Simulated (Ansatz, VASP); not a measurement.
## V: VASP beside Ansatz

The input INCAR:

```
SYSTEM = V
ALGO = Normal ; EDIFF = 1E-7
ENCUT = 520 ; GGA = PE
ISIF = 2 ; ISMEAR = -1
ISPIN = 2 ; LASPH = .True.
LCHARG = .False. ; LMAXMIX = 4
LORBIT = 11 ; LREAL = .False.
LWAVE = .False. ; MAGMOM = 2
NBANDS = 16 ; NELM = 150
PREC = Accurate ; SIGMA = 0.05
```

Contents of KPOINTS:

```
k-points
0
Gamma
  11 11 11
  0 0 0
```

Contents of POSCAR:

```
V
1.0
   -1.5200000000      1.5200000000      1.5200000000
    1.5200000000     -1.5200000000      1.5200000000
    1.5200000000      1.5200000000     -1.5200000000
V
1
Direct
    0.0000000000      0.0000000000      0.0000000000
```

Input for Ansatz:

```yaml
crystal:
  lattice:
    - [-1.52, 1.52, 1.52]
    - [1.52, -1.52, 1.52]
    - [1.52, 1.52, -1.52]
  atoms:
    - { symbol: V, position: [0.0, 0.0, 0.0], spin: 2.0 }
magnetization:
  spin_polarized: true
hamiltonian:
  xc: pbe
  pseudopotentials: { kind: paw }
basis:
  ecutwfc: 420
kpoints:
  mp_grid: { grid: [11, 11, 11] }
scf:
  occupations: { method: fermi_dirac, width: 0.05 }
  lower_state_search: "off"
output:
  forces: true
  stress: true
```

Alike in both runs: task single point; functional PBE; k mesh 11 × 11 × 11; occupations fermi-dirac, width 0.05 eV; collinear spin.

```csv
,VASP,Ansatz
version,VASP 6.6.1,Ansatz 0.2.0
potentials or method,"VASP PAW PBE potentials, release 64 (V_sv)","PAW, plane waves, scalar-relativistic"
plane-wave cutoff (eV),520,420
valence electrons in the cell,13,13
```

Ansatz gave:

| Item | Value |
| --- | --- |
| pressure (GPa) | -7.0 |
| net moment per atom (μB) | 0.00 |

Estimate VASP's values.

pressure (GPa): -6.8; net moment per atom (μB): 0.00.

With one functional, cell and mesh, what is left measures potentials, basis and numerics. Ansatz warned: «seeded_moment_not_kept».
